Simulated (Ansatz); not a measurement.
# Zr: energies, forces and stress near the listed structure

How do energy, forces, pressure and gap of Zr change under moves of single atoms, random distortions, distortions that keep the symmetry? Each case is one self-consistent run.

Program: Ansatz 0.2.0. Level of theory: DFT PBE, scalar-relativistic, plane waves, PAW. These are calculated values, not measurements.

1 further run of the same task is left out (set aside as unsound or not needed).

## (1) The structure to begin with

Symmetry: Im-3m, No. 229, cubic system. The conventional cell has a = 3.620 Å, b = 3.620 Å, c = 3.620 Å, α = 90.00°, β = 90.00°, γ = 90.00°. Zr (site symmetry m-3m) has 8 Zr at 3.14 Å as nearest neighbours.

Structure file:

```
CELL_PARAMETERS angstrom
-1.81000 1.81000 1.81000
1.81000 -1.81000 1.81000
1.81000 1.81000 -1.81000
ATOMIC_POSITIONS crystal
Zr 0.00000 0.00000 0.00000
```

The structure comes from the Crystallography Open Database.

## (2) A change within the space group

Against the listed cell: strain xx, yy, zz, yz, xz, xy = -2.7, -2.7, -2.7, +0.0, +0.0, +0.0 %.

input.yaml

```yaml
crystal:
  lattice:
    - [-1.7615282, 1.7615282, 1.7615282]
    - [1.7615282, -1.7615282, 1.7615282]
    - [1.7615282, 1.7615282, -1.7615282]
  atoms:
    - { symbol: Zr, position: [0.0, 0.0, 0.0] }
basis:
  ecutwfc: 420
kpoints:
  mp_grid: { grid: [16, 16, 16] }
hamiltonian:
  xc: pbe
scf:
  occupations: { method: gaussian, width: 0.1 }
output:
  forces: true
  stress: true
  eigenvalues: true
```

## (3) A single atom displaced

input.yaml

```yaml
crystal:
  lattice:
    - [-1.81, 1.81, 1.81]
    - [1.81, -1.81, 1.81]
    - [1.81, 1.81, -1.81]
  atoms:
    - { symbol: Zr, position: [0.0414364641, 0.0414364641, 0.0] }
basis:
  ecutwfc: 420
kpoints:
  mp_grid: { grid: [14, 14, 14] }
hamiltonian:
  xc: pbe
scf:
  occupations: { method: gaussian, width: 0.1 }
output:
  forces: true
  stress: true
  eigenvalues: true
```

## (4) A change within the space group

input.yaml

```yaml
crystal:
  lattice:
    - [-1.809638, 1.809638, 1.809638]
    - [1.809638, -1.809638, 1.809638]
    - [1.809638, 1.809638, -1.809638]
  atoms:
    - { symbol: Zr, position: [0.0, 0.0, 0.0] }
basis:
  ecutwfc: 420
kpoints:
  mp_grid: { grid: [16, 16, 16] }
hamiltonian:
  xc: pbe
scf:
  occupations: { method: gaussian, width: 0.1 }
output:
  forces: true
  stress: true
  eigenvalues: true
```

## (5) Random moves and strain, cell strained

input.yaml

```yaml
crystal:
  lattice:
    - [-1.8437203, 1.8529875, 1.8553948]
    - [1.8500915, -1.8478109, 1.8565894]
    - [1.8618203, 1.8659109, -1.8502182]
  atoms:
    - { symbol: Zr, position: [0.0, 0.0, 0.0] }
basis:
  ecutwfc: 420
kpoints:
  mp_grid: { grid: [14, 14, 14] }
hamiltonian:
  xc: pbe
scf:
  occupations: { method: gaussian, width: 0.1 }
output:
  forces: true
  stress: true
  eigenvalues: true
```

Q: Predict the outcome of this session. Wanted: for each run, case; energy; pressure; largest force.

**Answer**, as computed:

```
step                                    case  energy (meV/atom)  pressure (GPa)  largest force (eV/Å)  gap on the mesh (eV)
   2         a change within the space group               +0.0             4.1                  0.00                  0.00
   3                 a single atom displaced              -3.7*            -3.2                  0.00                  0.00
   4         a change within the space group               -2.8            -3.1                  0.00                  0.00
   5  random moves and strain, cell strained             +68.6*            -8.5                  0.00                  0.00
```

Energies are counted from step 2, with the smearing taken to zero; a star marks another k mesh, which can shift energies by itself, so starred rows don't rank against the others. A gap of 0.00 means none on the mesh at this level.

In words: With one atom in the cell, moving it shifts the whole crystal, so no force arises from that. The pressure is 4.1 GPa in the smallest cell and -8.5 GPa in the largest; between them shape and moved atoms count too. The distorted cells of the listed formula and level show no gap on the mesh.
